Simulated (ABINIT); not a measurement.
Runs of ABINIT 10.8.3 (patched build) on Hf. Symmetry: Im-3m, No. 229, cubic system. Conventional cell: a = 3.610 Å, b = 3.610 Å, c = 3.610 Å, α = 90.00°, β = 90.00°, γ = 90.00°. Around Hf (site symmetry m-3m) lie 8 Hf at 3.13 Å. This isn't the form of Hf at room conditions, which is hcp.

```csv
task,level,potentials or basis,cell,k mesh,cutoff (eV),smearing,bands in the sums,broadening (eV),scissor shift (eV),tensor components,cell freedom (optcell),gap on the mesh (eV),pressure (GPa),relaxed volume (Å³/atom)
optical spectrum,LDA,PseudoDojo NC SR LDA v0.4.1 standard,as given,"12 × 12 × 12, with 2 shifts",707,gaussian 0.136 eV,18,0.1,0,[11],-,-,-13.7,-
relaxation of cell and atoms,PBEsol,PseudoDojo NC SR PBEsol v0.4.1 standard,relaxed,8 × 8 × 8,789,fermi-dirac 0.05 eV,-,-,-,-,2,none,0.0,21.39
relaxation of cell and atoms,LDA,PseudoDojo NC SR LDA v0.4.1 standard,relaxed,8 × 8 × 8,789,fermi-dirac 0.05 eV,-,-,-,-,2,none,0.0,20.25
phonon dispersion,LDA,PseudoDojo NC SR LDA v0.4.1 standard,as given,10 × 10 × 10,707,fermi-dirac 0.136 eV,-,-,-,-,-,none,(a),-
single point,LDA,PseudoDojo NC SR LDA v0.4.1 standard,as given,8 × 8 × 8,707,fermi-dirac 0.05 eV,-,-,-,-,-,none,(b),-
```

Alike in all rows: no spin polarisation.

Question: Estimate the missing entries.

Answer: (a) -13.2; (b) -13.9.

Caveats: the intraband (Drude) term is left out (some runs); spectra need much finer meshes, so this one isn't converged (some runs); the volume moved by -14 % from the deposited cell, more than functionals usually miss (some runs); some modes are imaginary (some runs); the cell is more than 3 GPa from zero pressure, which shifts response properties (some runs).

A k mesh can miss the band edges, and the runs leave out spin-orbit coupling on Hf.

A gap of «none» marks a metal or a gap under the smearing width.

Not every run made on this cell is shown here.
